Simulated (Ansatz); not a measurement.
Input of an Ansatz 0.2.0 run:

File input.yaml:

```yaml
crystal:
  lattice:
    - [2.7663873939, 0.0, 0.0]
    - [-1.3831936969, 2.3957617598, 0.0]
    - [0.0, 0.0, 8.93884516]
  atoms:
    - { symbol: Re, position: [0.6666666667, 0.3333333333, 0.75] }
    - { symbol: Re, position: [0.0, 0.0, 0.5] }
    - { symbol: Re, position: [0.3333333333, 0.6666666667, 0.25] }
    - { symbol: Re, position: [0.0, 0.0, 0.0] }
hamiltonian:
  xc: lda
  pseudopotentials: { kind: paw }
kpoints:
  mp_grid: { grid: [11, 11, 3] }
scf:
  occupations: { method: fermi_dirac, width: 0.05 }
output:
  forces: true
  stress: true
  write_density: true
  write_potential: true
  elf: true
  volumetric_format: npy
relax:
  f_tol: 0.01
  max_steps: 40
  cell: { stress_tol: 0.05 }
```

Potentials or basis: Ansatz PAW.

Launch:

```console
$ ansatz run input.yaml --threads 2 --pin off --max-ram 5632MiB --backend cpu --events-out ev --progress --plain --runs-dir out
```

Problem. Estimate the relaxed cell.

Solution. a = 2.736 Å, b = 2.736 Å, c = 8.837 Å, α = 90.00°, β = 90.00°, γ = 120.00°.

Problem. What does it give for the band gap on the k mesh?

Solution. None (metal or under the smearing width).

Problem. Estimate the space group after relaxing (to 0.05 Å).

Solution. P6_3/mmc (No. 194).

Step by step:
```csv
step,energy change (eV),largest force (eV/Å),volume (Å³)
1,0.0000,0.0000,59.24
2,-0.0781,0.0000,57.57
3,-0.0800,0.0000,57.28
4,-0.0800,0.0000,57.30
5,-0.0786,0.0000,57.30
```

Caveat: the plane-wave basis is chosen anew once the cell has moved, so the energies of steps on either side of that aren't comparable; the PAW data sets come from PBE, with cores solved anew for the run's functional, which leaves a small shift of forces and pressure. The run has no spin-orbit coupling, so splittings on Re are missing.
